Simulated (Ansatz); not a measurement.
# W (Im-3m) in Ansatz: notebook

Runs on W. Level: PBE. Tasks: single point.

All numbers are computed with Ansatz 0.2.0; they aren't measurements. Logs are shortened: lines on timing, memory, paths and dates and some standing lists are left out, and cuts for length are marked.

## Step 1: The structure

The structure is cubic, space group Im-3m (No. 229). Conventional cell: a = 3.165 Å, b = 3.165 Å, c = 3.165 Å, α = 90.00°, β = 90.00°, γ = 90.00°. W (site symmetry m-3m) is surrounded by 8 W at 2.74 Å.

## Step 2: Single point, PBE, 14.90 Å³/atom (volume scaled by 0.94)

The input, input.yaml:

```yaml
crystal:
  lattice:
    - [-1.5500431812, 1.5500431812, 1.5500431812]
    - [1.5500431812, -1.5500431812, 1.5500431812]
    - [1.5500431812, 1.5500431812, -1.5500431812]
  atoms:
    - { symbol: W, position: [0.0, 0.0, 0.0] }
kpoints:
  mp_grid: { grid: [12, 12, 12] }
scf:
  occupations: { method: fermi_dirac, width: 0.05 }
hamiltonian:
  xc: pbe
  pseudopotentials: { kind: all_electron, lapw: { basis_error: 0.0005 } }
output:
  forces: true
  stress: true
  eigenvalues: true
```

Potentials or basis: all-electron LAPW, scalar-relativistic.

The run is started by

```
$ ansatz run input.yaml --threads 1 --pin off --max-ram 2560MiB --backend cpu --events-out ev --progress --plain --runs-dir out
```

What it wrote:

```text
Warning: RAYON_NUM_THREADS=1 ignored (pool sized by the plan → 1); use --threads N
LAPW: plane waves up to 9.255 Å⁻¹, error target 5.0e-4 eV per atom; small_component_spin mean_spin; W in spheres of 1.342 Å, 44 of its electrons in bands, Dirac shells [] (how accurate: hamiltonian.pseudopotentials.lapw.basis_error, Limitations)
Engine: ansatz 0.2.0, aarch64-unknown-linux-gnu
Pseudopotentials: kind: all_electron
Pseudopotential: W, LAPW, valence charge 44, lapw/all_electron/scalar/gaussian/W, Koelling and Harmon's equation, gaussian nucleus
Functional definition: PBE
  parameter kappa = 0.804
  parameter beta = 0.06672455060314922
  exchange = pbe_x(kappa = kappa, mu = beta*pi^2/3)
  correlation = pbe_c(beta = beta)
Crystal: 1 atoms, lattice volume = 14.897 Å³
Basis set: ecut = 326.3264999936594 eV, 201 PW (Γ), exchange–correlation at level 2
Bands: 27, of which v1, the nominal top of the filled ones, is band 22 counted from 1 (21 counted from 0)
Symmetry: 48 space group operations
Space group: Im-3m (ITA 229), of the structure as read, at distance tolerance 2.5e-5 Å
k-points: 72 of 1728
Non-local potential: W, projectors of the file, none
Initial density: superposition of atomic densities (chi_scale 0.1, normalization cell)
Initial wavefunctions: plane waves of lowest kinetic energy (no species holds an atomic orbital)
Functional: x = pbe(κ = 0.804, μ = 0.2195149727645171), c = pbe(β = 0.06672455060314922)
iter 1 solved again at ethr=2.25e-4 eV; its pass at ethr=1.00e-1 eV (dr2=9.90e-2 eV) is discarded
SCF iter   1: F=—  HF=-439202.293579 eV  |F-HF|=—  |Δ(HF+E_count)|=         —  Δρ=3.68e-2  dr2=9.94e-2  ethr=2.25e-4  ⟨swp⟩=2.9  Hψ=12022  notcnv=0
preconditioner: auto → none  [insulator: Δε(μ)=0.121 eV  Ē_g=31.909 eV  σ=0.050 eV  W_gap=0.53  n_scr=12 (ndim 8)  ℏωp=49.1 eV  f_vac=0.000  D(μ)=0.46/eV (n_scr^D=0)  ε∞_Penn≈3.4]
iter 2 solved again at ethr=2.11e-5 eV; its pass at ethr=2.25e-4 eV (dr2=9.28e-3 eV) is discarded
SCF iter   2: F=—  HF=-439202.131060 eV  |F-HF|=—  |Δ(HF+E_count)|=   1.63e-1  Δρ=1.26e-2  dr2=9.29e-3  ethr=2.11e-5  ⟨swp⟩=2.0  Hψ=10017  notcnv=0
SCF iter   3: F=—  HF=-439202.120731 eV  |F-HF|=—  |Δ(HF+E_count)|=   1.03e-2  Δρ=6.06e-3  dr2=2.12e-3  ethr=2.11e-5  ⟨swp⟩=2.0  Hψ=5697  notcnv=0
SCF iter   4: F=—  HF=-439202.119148 eV  |F-HF|=—  |Δ(HF+E_count)|=         —  Δρ=1.65e-3  dr2=1.50e-4  ethr=4.82e-6  ⟨swp⟩=2.0  Hψ=5697  notcnv=0
the basis was enlarged: its passes take 1.2 MiB over the memory plan, 1 of 1 planned eigensolver slots
SCF iter   5: F=—  HF=-439202.119222 eV  |F-HF|=—  |Δ(HF+E_count)|=   7.46e-5  Δρ=6.66e-5  dr2=2.77e-7  ethr=3.42e-7  ⟨swp⟩=2.0  Hψ=5697  notcnv=0
SCF iter   6: F=-439202.119223 eV  HF=-439202.119223 eV  |F-HF|=1.05e-9  |Δ(HF+E_count)|=   6.31e-7  Δρ=4.08e-6  dr2=1.25e-9  ethr=6.30e-10  ⟨swp⟩=2.8  Hψ=5787  notcnv=0
SCF 1 converged in 6 iterations: F = -439202.119223 eV  dr2 = 1.25e-9
SCF converged after 6 iterations
Free energy (F): -439202.119223 eV
Harris-Foulkes:  -439202.119223 eV  (|F-HF|=1.05e-9)
Internal energy: -439202.114121 eV  (E = F + TS)
E sigma→0 (E₀):  -439202.116672 eV
Entropy (-TS):   -0.005102 eV (-5.102 meV/atom)
Fermi energy:    31.190925 eV
--- Per-component energies (eV) ---
  E_band       = -4255.536756
  E_kinetic    = 491891.698867
  E_xc         = -8834.847480
  E_electrostatic = -922258.965508  (all electrons and nuclei)
  E_smearing   = -0.005102  (= −TS)
  E_closure    = 0.000000  (closes the sum)
  E_atoms      = -439190.788623  (free atoms, spherical and without spin; not in F)
  Σ components = -439202.119223   (vs F -439202.119223, Δ=0.00e0)
  Basis errors (estimates in eV, not in F): energy 1.3e-4 per atom: plane waves 1.1e-4 (5.8e-5 summed), levels above the bands 4.1e-115, relativity 3.7e-8, radial functions 1.8e-5, core shells 4.8e-8; eigenvalues (radial functions only) 1.2e-6; not estimated: angular momenta, meshes, grids; target (lapw.basis_error) 5.0e-4; muffin-tin radii W 1.342 Å
--- Forces (eV/Å), atoms counted from 1 ---
  atom   1  W     -0.00000000     0.00000000    -0.00000000
  max |Σ_I F_I| component: 7.89e-31 eV/Å
--- Stress (GPa, compression-positive) ---
       28.223061       0.000000      -0.000000
        0.000000      28.223061      -0.000000
       -0.000000      -0.000000      28.223061
  P = ⅓ Tr σ = 28.2231 GPa (282.231 kbar)
--- Band table (eV; the first three rows and the last of 72) ---
  k-point 0: bands = ["-386.6587", "-386.6587", "-386.6587", "-201.7409", "-201.7409", "-201.6998", "-201.6998", "-201.6998", "-42.8359", "-6.3304", "-6.3304", "-6.3304", "3.0784", "3.0784", "3.0784", "3.1098", "3.1098", "3.1098", "3.1910", "21.2385", "29.8617", "29.8617", "29.8617", "33.6054", "33.6054", "45.8394", "45.8394"]
  k-point 1: bands = ["-386.6587", "-386.6587", "-386.6587", "-201.7409", "-201.7409", "-201.6998", "-201.6998", "-201.6998", "-42.8241", "-6.4459", "-6.3657", "-6.3312", "3.0796", "3.0810", "3.0814", "3.1070", "3.1088", "3.1091", "3.1872", "21.5991", "29.6417", "29.8055", "30.2156", "33.2671", "33.6087", "46.1457", "46.4403"]
  k-point 2: bands = ["-386.6587", "-386.6587", "-386.6587", "-201.7409", "-201.7409", "-201.6998", "-201.6998", "-201.6998", "-42.7920", "-6.7536", "-6.4614", "-6.3334", "3.0822", "3.0881", "3.0891", "3.1002", "3.1055", "3.1078", "3.1778", "22.5734", "29.0911", "29.5325", "31.2497", "32.8384", "33.6564", "46.7018", "48.1264"]
  k-point 71: bands = ["-386.6587", "-386.6587", "-386.6587", "-201.7409", "-201.7409", "-201.6997", "-201.6997", "-201.6997", "-42.5286", "-7.4275", "-7.4275", "-7.4275", "3.0793", "3.0793", "3.0793", "3.0862", "3.1398", "3.1398", "3.1398", "24.8506", "24.8506", "36.8344", "36.8344", "36.8344", "39.9782", "39.9782", "39.9782"]
```

Run time: 10 s. Hardware: 1 thread of Arm Neoverse V1, shared host; peak memory 0.3 GiB.

Results:

- Free energy: -439202.1192 eV
- Pressure: 28.2 GPa
- Band gap on the k mesh: none (metal or under the smearing width)

## Step 3: Single point, PBE, 15.21 Å³/atom (volume scaled by 0.96)

Edit input.yaml of step 2 so:

```diff
@@ -2,5 +2,5 @@
   lattice:
-    - [-1.5500431812, 1.5500431812, 1.5500431812]
-    - [1.5500431812, -1.5500431812, 1.5500431812]
-    - [1.5500431812, 1.5500431812, -1.5500431812]
+    - [-1.5609593379, 1.5609593379, 1.5609593379]
+    - [1.5609593379, -1.5609593379, 1.5609593379]
+    - [1.5609593379, 1.5609593379, -1.5609593379]
   atoms:
```

Potentials or basis: all-electron LAPW, scalar-relativistic.

The run is started by

```
$ ansatz run input.yaml --threads 1 --pin off --max-ram 2560MiB --backend cpu --events-out ev --progress --plain --runs-dir out
```

It took 12 s on 1 thread of Arm Neoverse V1, shared host; peak memory 0.3 GiB.

The run converged. Its results:

* Free energy: -439202.1669 eV
* Pressure: 20.1 GPa
* Band gap on the k mesh: none (metal or under the smearing width)

## Step 4: Single point, PBE, 15.53 Å³/atom (volume scaled by 0.98)

Edit input.yaml of step 3 so:

```diff
@@ -2,5 +2,5 @@
   lattice:
-    - [-1.5609593379, 1.5609593379, 1.5609593379]
-    - [1.5609593379, -1.5609593379, 1.5609593379]
-    - [1.5609593379, 1.5609593379, -1.5609593379]
+    - [-1.5717249149, 1.5717249149, 1.5717249149]
+    - [1.5717249149, -1.5717249149, 1.5717249149]
+    - [1.5717249149, 1.5717249149, -1.5717249149]
   atoms:
```

The run is started by

```
$ ansatz run input.yaml --threads 1 --pin off --max-ram 2560MiB --backend cpu --events-out ev --progress --plain --runs-dir out
```

Wall time 11 s (1 thread of Arm Neoverse V1, shared host); peak memory 0.3 GiB.

It converged, with:

```
Free energy            : -439202.1991 eV
Pressure               : 12.6 GPa
Band gap on the k mesh : none (metal or under the smearing width)
```

## Step 5: Single point, PBE, 15.85 Å³/atom

Edit input.yaml of step 4 so:

```diff
@@ -2,5 +2,5 @@
   lattice:
-    - [-1.5717249149, 1.5717249149, 1.5717249149]
-    - [1.5717249149, -1.5717249149, 1.5717249149]
-    - [1.5717249149, 1.5717249149, -1.5717249149]
+    - [-1.582345, 1.582345, 1.582345]
+    - [1.582345, -1.582345, 1.582345]
+    - [1.582345, 1.582345, -1.582345]
   atoms:
```

The run is started by

```
$ ansatz run input.yaml --threads 1 --pin off --max-ram 2560MiB --backend cpu --events-out ev --progress --plain --runs-dir out
```

It took 11 s on 1 thread of Arm Neoverse V1, shared host; peak memory 0.3 GiB.

The run converged. Its results:

* Free energy: -439202.2173 eV
* Pressure: 5.9 GPa
* Band gap on the k mesh: none (metal or under the smearing width)

## Step 6: Single point, PBE, 16.16 Å³/atom (volume scaled by 1.02)

Edit input.yaml of step 5 so:

```diff
@@ -2,5 +2,5 @@
   lattice:
-    - [-1.582345, 1.582345, 1.582345]
-    - [1.582345, -1.582345, 1.582345]
-    - [1.582345, 1.582345, -1.582345]
+    - [-1.5928244114, 1.5928244114, 1.5928244114]
+    - [1.5928244114, -1.5928244114, 1.5928244114]
+    - [1.5928244114, 1.5928244114, -1.5928244114]
   atoms:
```

Potentials or basis: all-electron LAPW, scalar-relativistic.

The run is started by

```
$ ansatz run input.yaml --threads 1 --pin off --max-ram 2560MiB --backend cpu --events-out ev --progress --plain --runs-dir out
```

Wall time 11 s (1 thread of Arm Neoverse V1, shared host); peak memory 0.3 GiB.

Results (log left out):

| Item | Value |
| --- | --- |
| Free energy | -439202.2228 eV |
| Pressure | -0.2 GPa |
| Band gap on the k mesh | none (metal or under the smearing width) |

## Step 7: Single point, PBE, 16.48 Å³/atom (volume scaled by 1.04)

Edit input.yaml of step 6 so:

```diff
@@ -2,5 +2,5 @@
   lattice:
-    - [-1.5928244114, 1.5928244114, 1.5928244114]
-    - [1.5928244114, -1.5928244114, 1.5928244114]
-    - [1.5928244114, 1.5928244114, -1.5928244114]
+    - [-1.6031677168, 1.6031677168, 1.6031677168]
+    - [1.6031677168, -1.6031677168, 1.6031677168]
+    - [1.6031677168, 1.6031677168, -1.6031677168]
   atoms:
```

The run is started by

```
$ ansatz run input.yaml --threads 1 --pin off --max-ram 2560MiB --backend cpu --events-out ev --progress --plain --runs-dir out
```

Run time: 11 s. Hardware: 1 thread of Arm Neoverse V1, shared host; peak memory 0.3 GiB.

The run converged. Its results:

| Item | Value |
| --- | --- |
| Free energy | -439202.2167 eV |
| Pressure | -5.8 GPa |
| Band gap on the k mesh | none (metal or under the smearing width) |

## Step 8: Single point, PBE, 16.80 Å³/atom (volume scaled by 1.06)

Edit input.yaml of step 7 so:

```diff
@@ -2,5 +2,5 @@
   lattice:
-    - [-1.6031677168, 1.6031677168, 1.6031677168]
-    - [1.6031677168, -1.6031677168, 1.6031677168]
-    - [1.6031677168, 1.6031677168, -1.6031677168]
+    - [-1.6133792515, 1.6133792515, 1.6133792515]
+    - [1.6133792515, -1.6133792515, 1.6133792515]
+    - [1.6133792515, 1.6133792515, -1.6133792515]
   atoms:
```

The run is started by

```
$ ansatz run input.yaml --threads 1 --pin off --max-ram 2560MiB --backend cpu --events-out ev --progress --plain --runs-dir out
```

Run time: 12 s. Hardware: 1 thread of Arm Neoverse V1, shared host; peak memory 0.3 GiB.

The run converged. Its results:

```
Free energy            : -439202.2001 eV
Pressure               : -10.9 GPa
Band gap on the k mesh : none (metal or under the smearing width)
```

## Step 9: The reference run

An earlier run on the cell as given: functional PBE; potentials or basis all-electron LAPW, scalar-relativistic; cutoff 286 eV (chosen from the basis error); basis error allowed 0.001 eV/atom; k mesh 12 × 12 × 12; occupations fermi-dirac, width 0.05 eV; no spin polarisation.

* Pressure: 5.9 GPa
* Band gap on the k mesh: none (metal or under the smearing width)
